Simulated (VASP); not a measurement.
# P, excitons by G0W0 and the Bethe-Salpeter equation: which settings are enough?

P, sheet, 4 atoms in the cell. PBE, G0W0 and BSE; PAW potentials P_GW (PBE set). VASP 6.6.1.

Wanted: first bright excitation within 0.08 eV; binding of the first excitation within 0.15 eV.

GW step before the BSE: G0W0.

POSCAR of the starting run:
```
P
1.0
    4.5436355900      0.0000000000      0.0000000000
    0.0000000000     -3.2954862482      0.0000000000
    0.0000000000      0.0000000000    -14.0954456423
P
4
Direct
    0.0000000000      0.0000000000      0.4256694079
    0.1776303400      0.0000000000      0.5743305921
    0.6776303400      0.5000000000      0.4256694079
    0.5000000000      0.5000000000      0.5743305921
```

The series start from Conduction bands in the pairs: 4; Valence bands in the pairs: 4; k mesh: 2 × 3 × 1; Vacuum (Å): 12. Each series keeps the choices made before it, and each single choice may use up half of a tolerance. Times cover all steps of a run.

## Conduction bands in the pairs

| Conduction bands in the pairs | First bright excitation (eV) | Binding of the first excitation (eV) | Time (s) |
|---|---|---|---|
| 1 | 1.164 | 0.24 | 60 |
| 2 | 1.162 | 0.24 | 60 |
| 4 | 1.157 | 0.25 | 60 |
| 6 (reference) | 1.149 | 0.26 | 60 |

Chosen: 1, the loosest value from which every tighter one stays within half of the tolerance.

## Valence bands in the pairs

| Valence bands in the pairs | First bright excitation (eV) | Binding of the first excitation (eV) | Time (s) |
|---|---|---|---|
| 1 | 1.167 | 0.24 | 60 |
| 2 | 1.166 | 0.24 | 60 |
| 3 | 1.164 | 0.24 | 60 |
| 4 (reference) | 1.164 | 0.24 | 60 |

Chosen: 1.

## k mesh

| k mesh | First bright excitation (eV) | Binding of the first excitation (eV) | Time (s) |
|---|---|---|---|
| 2 × 2 × 1 | 1.196 | -0.11 | 44 |
| 2 × 3 × 1 | 1.167 | 0.24 | 60 |
| 3 × 4 × 1 | 1.072 | 0.57 | 73 |
| 4 × 5 × 1 | 1.058 | 0.64 | 113 |
| 5 × 7 × 1 (reference) | 1.099 | 0.59 | 166 |

Chosen: 5 × 7 × 1; the next looser run is off by more than half of the tolerance, so convergence isn't shown beyond this value.

## Vacuum (Å)

| Vacuum (Å) | First bright excitation (eV) | Binding of the first excitation (eV) | Time (s) |
|---|---|---|---|
| 8 | 1.168 | 0.47 | 116 |
| 12 | 1.099 | 0.59 | 166 |
| 16 | 1.077 | 0.69 | 350 |
| 20 (reference) | 1.061 | 0.77 | 454 |

Chosen: 20; the next looser run is off by more than half of the tolerance, so convergence isn't shown beyond this value.

## All choices together

| Input | First bright excitation (eV) | Binding of the first excitation (eV) | Time (s) |
|---|---|---|---|
| chosen settings | 1.061 | 0.77 | 454 |
| reference settings throughout | 1.055 | 0.78 | 458 |

The chosen settings stay within the tolerance of the reference run, but the reference itself isn't shown to be converged in: k mesh, Vacuum (Å).

## The input

INCAR.step1:
```
SYSTEM = P
  PREC = Accurate
  ENCUT = 260
  ISMEAR = 0
  SIGMA = 0.02
  EDIFF = 1E-8
  LASPH = .True.
  KPAR = 4
  LWAVE = .True.
  LCHARG = .False.
```

INCAR.step2, as INCAR.step1 but for:
```
- EDIFF = 1E-8
+ EDIFF = 1E-7
+ ALGO = Exact
+ NELM = 1
+ LOPTICS = .True.
+ ISTART = 1
+ NBANDS = 170
+ NEDOS = 2000
```

INCAR.step3:
```
SYSTEM = P
  PREC = Accurate
  ENCUT = 260
  ISMEAR = 0
  SIGMA = 0.02
  LASPH = .True.
  KPAR = 4
  LWAVE = .True.
  LCHARG = .False.
  ALGO = EVGW0
  NELMGW = 1
  ISTART = 1
  NBANDS = 170
  ENCUTGW = 80
  NOMEGA = 48
  NBANDSGW = 34
  PRECFOCK = Fast
```

INCAR.step4:
```
SYSTEM = P
  PREC = Accurate
  ENCUT = 260
  ISMEAR = 0
  SIGMA = 0.02
  LASPH = .True.
  KPAR = 4
  LWAVE = .False.
  LCHARG = .False.
  ALGO = BSE
  NBANDS = 170
  NBANDSO = 1
  NBANDSV = 1
  IBSE = 2
  NBSEEIG = 4
  ENCUTGW = 80
  PRECFOCK = Fast
  ANTIRES = 0
  OMEGAMAX = 25
  CSHIFT = 0.15
  NOMEGA = 1000
  ISTART = 1
```

KPOINTS:
```
Automatic mesh
0
Gamma
  5 7 1
  0 0 0
```

POSCAR:
```
P
1.0
    4.5436355900      0.0000000000      0.0000000000
    0.0000000000     -3.2954862482      0.0000000000
    0.0000000000      0.0000000000    -22.0954456423
P
4
Direct
    0.0000000000      0.0000000000      0.4525819557
    0.1776303400      0.0000000000      0.5474180443
    0.6776303400      0.5000000000      0.4525819557
    0.5000000000      0.5000000000      0.5474180443
```

Commands (each step's output is kept before the next begins):
```
cat potpaw_PBE.64/P_GW/POTCAR > POTCAR
cp INCAR.step1 INCAR
mpirun -np 4 vasp_std > vasp.out
cp INCAR.step2 INCAR
mpirun -np 4 vasp_std > vasp.out
cp INCAR.step3 INCAR
mpirun -np 4 vasp_std > vasp.out
cp INCAR.step4 INCAR
mpirun -np 4 vasp_std > vasp.out
```

Limits: The Coulomb interaction isn't cut off between the sheet's copies, so the quasiparticle gap and the binding go on moving with the vacuum; bands, mesh and cutoff of the G0W0 step are small, so absolute energies aren't converged; the pairs hold 1 valence and 1 conduction bands, and what lies beyond is missing from ε.

The chosen input took VASP 6.6.1 454 s on 4 cores (Intel Xeon Platinum 8488C (Sapphire Rapids)), a shared host.
